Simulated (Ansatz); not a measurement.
## Ge under changes of volume

One of the cells (22.639 Å³/atom); the others are scaled copies at fixed shape and fractional positions:

```
Ge
1.0
     0.00000    2.82891    2.82891
     2.82891    0.00000    2.82891
     2.82891    2.82891    0.00000
Ge
2
Direct
  0.75000 0.75000 0.75000
  0.50000 0.50000 0.50000
```

```yaml
Program: Ansatz 0.2.0
Functional: HSE06
Potentials_or_basis: Ansatz PAW
Cutoff: "420 eV (not typed: the program's choice for these potentials)"
k_mesh: 4 × 4 × 4
Occupations: fermi-dirac, width 0.05 eV
Spin: no spin polarisation
```

| volume (Å³/atom) | energy over the lowest point (meV/atom) | pressure (GPa) | gap on the mesh (eV) |
| --- | --- | --- | --- |
| 21.281 | ? | ? | ? |
| 21.733 | 17.72 | 4.8 | 1.02 |
| 22.186 | 6.95 | 2.9 | 0.95 |
| 22.639 | 1.20 | 1.2 | 0.87 |
| 23.092 | 0.00 | -0.3 | 0.74 |
| 23.545 | 2.81 | -1.7 | 0.55 |
| 23.997 | 9.29 | -2.8 | 0.35 |

Problem. What does the run at 21.281 Å³/atom give?

Solution. Energy over the lowest point 34.08 meV/atom; pressure 6.9 GPa; gap on the mesh 1.10 eV.

Worked out: A Birch-Murnaghan fit of order 3 (a polynomial in V^(-2/3)) to the other rows has its minimum at 23.00 Å³/atom with B0 = V·E''(V) = 74 GPa and B' = 4.4. It gives 34.05 meV/atom at 21.281 Å³/atom, against the run's 34.08, and -dE/dV = 6.9 GPa, against 6.9. A parabola through the other rows of the gap, of slope 0.751 eV per unit of ln V there, extrapolates to 1.02 eV, against the run's 1.10.

Energies are extrapolated to zero smearing.

Caveats: all runs use coarse meshes; the PAW data sets come from PBE, with cores solved anew for the run's functional, which leaves a small shift of forces and pressure; the thresholds are loose for stress.

A mesh can miss the band edges. Spin-orbit coupling on Ge is left out.
